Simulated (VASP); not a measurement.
# MgO (P1) in VASP: a series of runs

Runs on MgO. Level: PBE. Tasks: single point.

Program: VASP 6.6.1. These are calculated values, not measurements. Logs are shortened: lines on timing, memory, paths and dates and some standing lists are left out, and cuts for length are marked.

## (1) Starting point

The typed cell holds 24 atoms: a = 5.257 Å, b = 5.257 Å, c = 7.886 Å, α = 90.00°, β = 90.00°, γ = 90.00°.

The cell was built by a generator and needn't be a form met in nature.

## (2) Single point, PBE

Contents of INCAR:

```
SYSTEM = MgO
  PREC = Accurate
  ENCUT = 520
  EDIFF = 1E-6
  ISMEAR = -1
  SIGMA = 0.069
  LREAL = Auto
  LASPH = .TRUE.
  NELM = 100
  ALGO = Fast
  ISIF = 2
  LWAVE = .FALSE.
  LCHARG = .FALSE.
  GGA = PE
  NBANDS = 66
```

Contents of KPOINTS:

```
regular mesh
0
G
  4 4 2
  0 0 0
```

Contents of POSCAR:

```
MgO
1.0
    5.2573160000      0.0000000000      0.0000000000
    0.0000000000      5.2573160000      0.0000000000
    0.0000000000      0.0000000000      7.8859730000
Mg O
12 12
Direct
   -0.0126203180      0.0051971386     -0.0166888728
   -0.0155678297      0.0264699706      0.3306491158
    0.0047897064     -0.0010294226      0.6637789655
    0.0050133947      0.4947477002     -0.0018144876
    0.0131291328      0.4966210895      0.3385478241
    0.0187645179      0.5049316039      0.6618831944
    0.5041867371      0.0029056652      0.0125576134
    0.5059802378     -0.0176105070      0.3309166795
    0.4868955946      0.0166390987      0.6619496415
    0.5131293230      0.4942354616      0.0104504542
    0.5084921660      0.4986295288      0.3358110661
    0.5074007345      0.4866690532      0.6699307746
    0.2658774934      0.2430306643      0.1680507909
    0.2388561007      0.2358692154      0.5096130814
    0.2413003137      0.2562632720      0.8447369779
    0.2374856295      0.7480514772      0.1577785011
    0.2300426682      0.7637663401      0.5036640374
    0.2695683501      0.7319508662      0.8291914010
    0.7542921141      0.2355270256      0.1569314275
    0.7301893209      0.2836601414      0.4762648820
    0.7593503986      0.2695618829      0.8304479358
    0.7369465712      0.7542651041      0.1669643048
    0.7257189790      0.7419346678      0.5145850740
    0.7739409235      0.7526623851      0.8436479557
```

Potentials or basis: VASP PAW PBE potentials, release 64 (Mg, O).

Launch:

```console
$ cat potpaw_PBE.64/Mg/POTCAR potpaw_PBE.64/O/POTCAR > POTCAR
$ mpirun -np 1 vasp_std > vasp.out
```

OUTCAR:

```text
SYSTEM = MgO
   PREC = Accurate
   ENCUT = 520
   EDIFF = 1E-6
   ISMEAR = -1
   LREAL = Auto
   LASPH = .TRUE.
   NELM = 100
   ISIF = 2
   GGA = PE

 ion  position               nearest neighbor table
   1  0.987  0.005  0.983-  24 2.06  15 2.17  21 2.20  19 2.20  16 2.33  22 2.36  18 2.40  13 2.41
                             3 2.52   7 2.55   4 2.58   4 2.69   7 2.73   2 2.74  10 3.59   9 3.65
   2  0.984  0.026  0.331-  19 2.13  20 2.22  14 2.23  13 2.26  22 2.33  17 2.33  16 2.40   5 2.48
                            23 2.49   8 2.53   3 2.63   1 2.74   8 2.75   5 2.79  11 3.52   7 3.56
   3  0.005  0.999  0.664-  17 2.13  14 2.13  24 2.27  23 2.32  15 2.33  21 2.33  18 2.37   1 2.52
                             9 2.54  20 2.55   6 2.60   2 2.63   6 2.66   9 2.72
   4  0.005  0.495  0.998-  15 2.14  24 2.19  21 2.20  16 2.20  19 2.27  18 2.29  13 2.33  22 2.37
                             1 2.58  10 2.59   6 2.65  10 2.67   5 2.68   1 2.69   2 3.60
   5  0.013  0.497  0.339-  20 2.16  17 2.23  14 2.26  16 2.27  13 2.31  22 2.40  19 2.41  23 2.42
                             2 2.48   6 2.55  11 2.60  11 2.65   4 2.68   2 2.79   8 3.64
   6  0.019  0.505  0.662-  17 2.15  14 2.19  18 2.21  15 2.27  21 2.27  23 2.30  24 2.33  20 2.41
                             5 2.55  12 2.57   3 2.60   4 2.65   3 2.66  12 2.69   9 3.56   2 3.63
   7  0.504  0.003  0.013-  19 2.13  13 2.16  22 2.17  16 2.25  15 2.33  24 2.35  18 2.38  21 2.41
                             8 2.51   1 2.55  10 2.58  10 2.67   1 2.73   9 2.77   2 3.56  11 3.65
   8  0.506  0.982  0.331-  22 2.14  23 2.24  13 2.26  20 2.28  17 2.30  19 2.31  16 2.32  14 2.39
                             7 2.51   2 2.53  11 2.54   9 2.62  11 2.71   2 2.75  10 3.60   5 3.64
   9  0.487  0.017  0.662-  14 2.11  23 2.24  17 2.27  18 2.30  15 2.31  21 2.36  20 2.40  12 2.47
                            24 2.50   3 2.54   8 2.62   3 2.72   7 2.77  12 2.79   6 3.56  11 3.61
  10  0.513  0.494  0.010-  22 2.19  19 2.19  13 2.23  21 2.26  16 2.29  18 2.29  15 2.31  24 2.34
                            11 2.57   7 2.58   4 2.59   4 2.67   7 2.67  12 2.69   1 3.59   8 3.60
  11  0.508  0.499  0.336-  20 1.97  23 2.22  22 2.24  13 2.28  19 2.36  16 2.39  14 2.41  17 2.42
                             8 2.54  10 2.57   5 2.60  12 2.64   5 2.65   8 2.71   2 3.52   9 3.61
  12  0.507  0.487  0.670-  23 2.15  21 2.16  18 2.19  20 2.20  15 2.31  14 2.31  24 2.41  17 2.44
                             9 2.47   6 2.57  11 2.64  10 2.69   6 2.69   9 2.79
  13  0.266  0.243  0.168-   7 2.16  10 2.23   8 2.26   2 2.26  11 2.28   5 2.31   4 2.33   1 2.41

  14  0.239  0.236  0.510-   9 2.11   3 2.13   6 2.19   2 2.23   5 2.26  12 2.31   8 2.39  11 2.41

  15  0.241  0.256  0.845-   4 2.14   1 2.17   6 2.27  10 2.31  12 2.31   9 2.31   3 2.33   7 2.33
[... 15 lines left out ...]
  23  0.726  0.742  0.515-  12 2.15  11 2.22   9 2.24   8 2.24   6 2.30   3 2.32   5 2.42   2 2.49

  24  0.774  0.753  0.844-   1 2.06   4 2.19   3 2.27   6 2.33  10 2.34   7 2.35  12 2.41   9 2.50

  LATTYP: Found a simple tetragonal cell.
 ALAT       =     5.2573160000
 C/A-ratio  =     1.4999998098

  Lattice vectors:

 A1 = (   5.2573160000,   0.0000000000,   0.0000000000)
 A2 = (   0.0000000000,   5.2573160000,   0.0000000000)
 A3 = (   0.0000000000,   0.0000000000,   7.8859730000)

Analysis of symmetry for initial positions (statically):
=====================================================================
 Subroutine PRICEL returns:
 Original cell was already a primitive cell.

 Routine SETGRP: Setting up the symmetry group for a
 simple tetragonal supercell.

 Subroutine GETGRP returns: Found  1 space group operations
 (whereof  1 operations were pure point group operations)
 out of a pool of 16 trial point group operations.

The static configuration has the point symmetry C_1 .

Analysis of symmetry for dynamics (positions and initial velocities):
=====================================================================
 Subroutine PRICEL returns:
[... 45 lines left out ...]
   PSTRESS=    0.0 pullay stress
   NELECT =      96.0000    total number of electrons
   NUPDOWN=      -1.0000    fix difference up-down
   EMIN   =  10.00;   EMAX   =-10.00  energy-range for DOS
   EFERMI =   0.00;   METHOD = LEGACY
   ISMEAR =    -1;   SIGMA  =   0.07  broadening in eV -4-tet -1-fermi 0-gaus
   EFERMI_NEDOS =   21; number of points for ismear=-14 and -15
   IALGO  =     68    algorithm
   IMIX   =      4    mixing-type and parameters
     AMIX     =   0.40;   BMIX     =  1.00
     AMIX_MAG =   1.60;   BMIX_MAG =  1.00
  volume/ion in A,a.u.               =       9.08        61.29
  Fermi-wavevector in a.u.,A,eV,Ry     =   1.245578  2.353800 21.108940  1.551463
  Thomas-Fermi vector in A             =   2.379794
   LORBIT       =      0    0 simple, 1 ext, 2 COOP (PROOUT), +10 PAW based schemes
   GGA     = PE    functional components
   LHFCALC =     F    Hartree Fock is set to
   AEXX    =    0.0000 exact exchange contribution
   IVDW    =     0    specifies the selected vdW correction
   LEPSILON=     F    determine dielectric tensor
   LRPA    =     F    only Hartree local field effects (RPA)
 non-spin polarized calculation
 RMM-DIIS sequential band-by-band and
  energy-cutoff  :      520.00
  volume of cell :      217.96
 maximum number of plane-waves:      5912
   NGX = 19   NGY = 19   NGZ = 29

 number of electron      95.9999999 magnetization

 Free energy of the ion-electron system (eV)
  ---------------------------------------------------
  ext. energy  EPLUGINS =         0.00000000
  ---------------------------------------------------
  free energy    TOTEN  =      -123.79302639 eV

  energy without entropy =     -123.79302637  energy(sigma->0) =     -123.79302638

 E-fermi :   6.4513     XC(G=0): -11.3249

 val. band max:        5.2481090414   @ k =   0.0000   0.0000   0.5000
 cond. band min:       7.5438306602   @ k =   0.0000   0.0000   0.0000
 fundamental gap:      2.2957216188
 Fermi energy:         6.4513429610

 k-point     1 :       0.0000    0.0000    0.0000
  band No.  band energies     occupation
      1     -13.6567      2.00000
      2     -12.8907      2.00000
      3     -12.5765      2.00000
      4     -12.4262      2.00000
      5     -12.3073      2.00000
      6     -11.8745      2.00000
[... 1249 lines left out ...]
     59      13.0473      0.00000
     60      13.1144      0.00000
 [bands above 60 left out]

------------------------ aborting loop because EDIFF is reached ----------------------------------------

  FORCE on cell =-STRESS in cart. coord.  units (eV):
  Direction    XX          YY          ZZ          XY          YZ          ZX
  --------------------------------------------------------------------------------------
  -------------------------------------------------------------------------------------
  Total        9.2197241     10.2334525      9.7082289     -0.0580477     -0.0466729      0.4577697
  in kB       67.7711817     75.2227678     71.3620213     -0.4266897     -0.3430769      3.3649157
  external PRESSURE =      71.4519903 kB  Pullay stress =       0.0000000 kB

 VOLUME and BASIS-vectors are now :
 -----------------------------------------------------------------------------
  energy-cutoff  :      520.00
  volume of cell :      217.96
      direct lattice vectors                 reciprocal lattice vectors
     5.257316000  0.000000000  0.000000000     0.190211127  0.000000000  0.000000000
     0.000000000  5.257316000  0.000000000     0.000000000  0.190211127  0.000000000
     0.000000000  0.000000000  7.885973000     0.000000000  0.000000000  0.126807434

 POSITION                                       TOTAL-FORCE (eV/Angst)
 -----------------------------------------------------------------------------------
      5.19097      0.02732      7.75436         0.754313     -0.589062      0.709406
      5.17547      0.13916      2.60749         0.879846     -1.214820     -0.733218
      0.02518      5.25190      5.23454        -0.527388     -0.507011      0.315068
      0.02636      2.60105      7.87166         0.514037      0.769809     -0.169472
      0.06902      2.61089      2.66978        -0.093981      1.388566     -0.739037
      0.09865      2.65459      5.21959        -0.486306      0.391730      1.058473
[... 16 lines left out ...]
      3.81533      3.90058      4.05800         0.000317      1.647527     -0.276442
      4.06885      3.95698      6.65299         0.283467      0.796435     -0.002836
 -----------------------------------------------------------------------------------
    total drift:                               -0.005656      0.006453      0.010046

  FREE ENERGIE OF THE ION-ELECTRON SYSTEM (eV)
  ---------------------------------------------------
  free  energy   TOTEN  =      -123.7930263940 eV

  energy  without entropy=     -123.7930263733  energy(sigma->0) =     -123.79302638
```

It took 4.4 min on 1 thread of Intel Xeon 6975P-C (Granite Rapids), shared host; peak memory 0.38 GiB.

What came out:

* Free energy: -123.7930 eV
* Pressure: 7.1 GPa
* Largest force: 2.051 eV/Å
* Band gap on the k mesh: 2.30 eV, indirect (least direct gap 2.31 eV)

Forces on the atoms (eV/Å):
```
Mg   0.754 -0.589  0.709
Mg   0.880 -1.215 -0.733
Mg  -0.527 -0.507  0.315
Mg   0.514  0.770 -0.169
Mg  -0.094  1.389 -0.739
Mg  -0.486  0.392  1.058
Mg  -0.798 -0.725 -0.868
Mg  -1.005  0.261  0.097
Mg   0.339 -1.665  0.817
Mg  -0.530  0.664 -0.720
Mg  -0.206  0.070 -0.424
Mg   0.424  1.607  0.725
O   -0.081  0.433  1.262
O   -0.409  1.052  0.142
O    0.566 -1.158 -0.495
O   -0.092 -0.328  0.620
O   -0.369 -0.887 -1.049
O    0.557  0.713 -0.535
O    0.737  0.498 -0.345
O    0.715 -1.820  0.619
O   -0.810 -0.686 -1.292
O   -0.364 -0.710  1.283
O    0.000  1.648 -0.276
O    0.283  0.796 -0.003
```

Caveat: forces of over 1 eV/Å show positions far from the minimum, so gaps and moduli don't describe the material at rest.

## (3) Single point, PBE

This run uses another cell than the first one, of 9.25 Å³/atom, 1.019 times its volume.

Contents of INCAR:

```
PREC = Accurate
ENCUT = 520
EDIFF = 1E-6
ISMEAR = -1
SIGMA = 0.069
LREAL = Auto
LASPH = True
NELM = 100
ALGO = Fast
ISIF = 2
LWAVE = False
LCHARG = False
GGA = PE
NBANDS = 66
```

Contents of KPOINTS:

```
regular mesh
0
Gamma
  4 4 2
```

Contents of POSCAR:

```
MgO
1.0
    5.2900590000      0.0000000000      0.0000000000
    0.0000000000      5.2900590000      0.0000000000
    0.0000000000      0.0000000000      7.9350890000
Mg O
12 12
Direct
   -0.0177827884      0.0090188030     -0.0236240577
   -0.0216483408      0.0307871803      0.3145028367
    0.0136839684     -0.0049313250      0.6592018061
    0.0107002587      0.4977923687     -0.0078242349
    0.0231923689      0.5034830424      0.3392936109
    0.0239744018      0.5143704446      0.6654745775
    0.4895945395     -0.0108588581      0.0153117375
    0.4898302647     -0.0272295640      0.3296840149
    0.4774568677      0.0164070004      0.6647415045
    0.5112956207      0.4940527128      0.0161083259
    0.5151169391      0.5013042388      0.3380840467
    0.5188444968      0.4971602396      0.6839959829
    0.2844563737      0.2440967105      0.1862776838
    0.2230347525      0.2329013722      0.5252404856
    0.2401328605      0.2413309568      0.8581658000
    0.2184820623      0.7347025808      0.1600376505
    0.2092560782      0.7580794468      0.4861072132
    0.2960575676      0.7281880977      0.8150648342
    0.7688014444      0.2339030623      0.1426044497
    0.7251790575      0.2865555942      0.4603584156
    0.7547416768      0.2742838974      0.8164353292
    0.7127780616      0.7474222877      0.1881034983
    0.6933620211      0.7577977864      0.5185263833
    0.8111249799      0.7646997888      0.8529899287
```

Potentials or basis: VASP PAW PBE potentials, release 64 (Mg, O).

Launch:

```console
$ cat potpaw_PBE.64/Mg/POTCAR potpaw_PBE.64/O/POTCAR > POTCAR
$ mpirun -np 1 vasp_std > vasp.out
```

It took 3.8 min on 1 thread of Intel Xeon 6975P-C (Granite Rapids), shared host; peak memory 0.39 GiB.

It converged, with:

```
Free energy            : -125.0621 eV
Pressure               : 7.8 GPa
Largest force          : 2.245 eV/Å
Band gap on the k mesh : 2.67 eV, direct
```

Forces on the atoms (eV/Å):
```
Mg   0.693  0.782  1.381
Mg   0.316 -0.924  0.183
Mg  -1.659 -0.013 -0.352
Mg   0.063  0.226  0.487
Mg  -0.524  0.653 -0.599
Mg  -0.418 -0.453  0.088
Mg  -0.270  0.150 -0.481
Mg  -0.649  0.903  1.220
Mg   1.143 -0.782  0.055
Mg  -0.099 -0.386 -0.093
Mg  -0.595  0.013  0.080
Mg   0.615  0.715 -0.928
O    0.012 -0.042  0.997
O    0.216  1.142  0.404
O    0.508 -0.673  0.250
O   -0.215  0.365 -1.224
O   -0.842 -0.487 -0.275
O    0.678  0.483  0.162
O    0.931  0.250 -1.339
O    1.215 -1.705  0.810
O   -0.508 -0.279 -1.148
O   -0.333 -0.370 -0.232
O    0.239  1.083  1.077
O   -0.519 -0.650 -0.523
```

Stress tensor (GPa, compression positive):
```
 8.34 -0.29  0.54
-0.29  5.16 -0.23
 0.54 -0.23  9.91
```

Levels at points of the mesh, in eV from the valence-band top:
| k point | band 44 | band 45 | band 46 | band 47 | band 48 | band 49 | band 50 | band 51 | band 52 | band 53 |
| --- | --- | --- | --- | --- | --- | --- | --- | --- | --- | --- |
| (0.00, 0.00, 0.00) | -0.44 | -0.36 | -0.29 | -0.14 | 0.00 | 2.67 | 5.45 | 5.74 | 5.88 | 6.33 |
| (0.50, 0.00, 0.00) | -0.60 | -0.54 | -0.36 | -0.33 | -0.19 | 4.89 | 4.98 | 6.89 | 6.91 | 6.97 |
| (0.00, 0.50, 0.00) | -0.51 | -0.48 | -0.41 | -0.26 | -0.06 | 4.89 | 4.95 | 6.77 | 6.89 | 6.97 |
| (0.50, 0.50, 0.00) | -1.67 | -0.54 | -0.51 | -0.49 | -0.29 | 6.31 | 6.47 | 6.49 | 6.64 | 7.20 |
| (0.00, 0.00, 0.50) | -0.53 | -0.46 | -0.37 | -0.25 | -0.02 | 3.91 | 4.03 | 5.41 | 5.79 | 6.03 |
| (0.50, 0.00, 0.50) | -0.84 | -0.72 | -0.68 | -0.51 | -0.32 | 5.59 | 5.78 | 5.86 | 5.95 | 6.43 |
| (0.00, 0.50, 0.50) | -0.72 | -0.57 | -0.54 | -0.47 | -0.06 | 5.61 | 5.71 | 5.88 | 6.00 | 6.80 |
| (0.50, 0.50, 0.50) | -1.56 | -1.44 | -1.32 | -1.14 | -1.09 | 6.50 | 6.67 | 6.82 | 6.94 | 6.97 |

Caveat: forces of over 1 eV/Å show positions far from the minimum, so gaps and moduli don't describe the material at rest. Expect the measured gap to be larger: semilocal functionals such as PBE lack the derivative discontinuity.

## (4) Single point, PBE

This run uses another cell than the first one, of 9.50 Å³/atom, 1.046 times its volume.

INCAR is that of step 3.

KPOINTS is that of step 3.

Contents of POSCAR:

```
MgO
1.0
    5.3362600000      0.0000000000      0.0000000000
    0.0000000000      5.3362600000      0.0000000000
    0.0000000000      0.0000000000      8.0043890000
Mg O
12 12
Direct
   -0.0168880452      0.0164377298     -0.0180553444
   -0.0206571644      0.0141945857      0.2978980657
    0.0051337454     -0.0097911271      0.6540933980
    0.0158121981      0.5018614160     -0.0065015581
    0.0221580283      0.5137950550      0.3422078812
    0.0284701270      0.5220039878      0.6720576674
    0.4736045470     -0.0177347056      0.0149265609
    0.4681014418     -0.0270061804      0.3360852402
    0.4812426681      0.0099933287      0.6730739848
    0.5092851548      0.4934785786      0.0215939030
    0.5125814709      0.5038294611      0.3392132741
    0.5289959635      0.5204570242      0.6917629815
    0.2958253533      0.2432295278      0.2024201972
    0.2130956887      0.2424246570      0.5423585735
    0.2472304573      0.2209131489      0.8786771857
    0.2083959552      0.7289406813      0.1522488475
    0.1819512168      0.7526522321      0.4626035791
    0.3212557109      0.7429534918      0.8058523892
    0.7962685476      0.2436449873      0.1178727071
    0.7428978348      0.2714950171      0.4579982307
    0.7371985248      0.2651712997      0.7997689767
    0.6899399579      0.7379698515      0.2017264528
    0.6728334077      0.7912178192      0.5258928570
    0.8432418960      0.7644413878      0.8551164867
```

Launch:

```console
$ cat potpaw_PBE.64/Mg/POTCAR potpaw_PBE.64/O/POTCAR > POTCAR
$ mpirun -np 1 vasp_std > vasp.out
```

Wall time 3.7 min (1 thread of Intel Xeon 6975P-C (Granite Rapids), shared host); peak memory 0.4 GiB.

It converged, with:

| Item | Value |
| --- | --- |
| Free energy | -125.9641 eV |
| Pressure | 8.5 GPa |
| Largest force | 3.048 eV/Å |
| Band gap on the k mesh | 2.35 eV, indirect (least direct gap 2.37 eV) |

Forces on the atoms (eV/Å):
```
Mg   0.484  0.482 -0.232
Mg  -0.654  0.335  1.117
Mg  -1.778  0.986 -0.698
Mg  -0.073 -0.393  0.433
Mg  -1.595 -2.200 -1.381
Mg  -0.203 -1.363 -0.393
Mg   0.174  0.628 -0.125
Mg   0.272  0.932  1.790
Mg   0.736  1.869 -0.082
Mg   0.145 -1.217 -0.073
Mg  -0.177 -1.419  1.786
Mg   1.168 -1.012 -1.880
O    0.271 -0.111  0.738
O    1.434  0.727  0.609
O    0.044  0.874  0.271
O   -0.349  0.800 -1.707
O    0.292  1.397  1.635
O   -0.344 -0.291  0.964
O   -0.195  0.155  0.277
O    0.163  0.361 -1.061
O    0.323 -0.009 -0.591
O    0.385  0.776 -1.349
O    0.289 -0.896  0.831
O   -0.810 -1.411 -0.879
```

Stress tensor (GPa, compression positive):
```
 9.36  0.21 -0.78
 0.21  1.66  1.00
-0.78  1.00 14.49
```

Levels at points of the mesh, in eV from the valence-band top:
```
           k point  band 44  band 45  band 46  band 47  band 48  band 49  band 50  band 51  band 52  band 53
(0.00, 0.00, 0.00)    -0.70    -0.54    -0.36    -0.20    -0.01     2.35     5.37     5.40     5.58     6.29
(0.50, 0.00, 0.00)    -1.08    -1.02    -0.41    -0.34    -0.02     4.52     4.66     6.29     6.60     6.69
(0.00, 0.50, 0.00)    -0.91    -0.62    -0.52    -0.21     0.00     4.36     4.86     6.09     6.45     6.54
(0.50, 0.50, 0.00)    -1.29    -1.15    -0.99    -0.40    -0.01     5.46     5.95     6.04     6.33     6.57
(0.00, 0.00, 0.50)    -0.94    -0.81    -0.66    -0.37    -0.27     3.51     3.81     5.31     6.07     6.19
(0.50, 0.00, 0.50)    -1.12    -1.05    -0.99    -0.68    -0.35     5.01     5.34     5.50     5.71     6.40
(0.00, 0.50, 0.50)    -1.02    -0.89    -0.78    -0.59    -0.30     4.88     5.53     5.58     5.89     6.62
(0.50, 0.50, 0.50)    -1.42    -1.16    -1.14    -0.95    -0.74     5.56     6.05     6.13     6.51     6.71
```

Caveat: forces of over 1 eV/Å show positions far from the minimum, so gaps and moduli don't describe the material at rest.

## (5) Summary

```tsv
cell	gap on the mesh (eV)	pressure (GPa)	largest force (eV/Å)
P1, 9.08 Å³/atom	2.30	7.1	2.05
P1, 9.25 Å³/atom	2.67	7.8	2.24
P1, 9.5 Å³/atom	2.35	8.5	3.05
```

Alike in all rows: task single point; level PBE; potentials or basis VASP PAW PBE potentials, release 64 (Mg, O); no spin polarisation; k mesh 4 × 4 × 2; cutoff (eV) 520; smearing fermi-dirac 0.069 eV.

On the cell as given the gap runs from 2.30 eV (PBE) to 2.67 eV (PBE).

Caveats: forces of over 1 eV/Å show positions far from the minimum, so gaps and moduli don't describe the material at rest.

Total energies depend on the potentials used, so only differences within one code and one set of settings carry meaning.
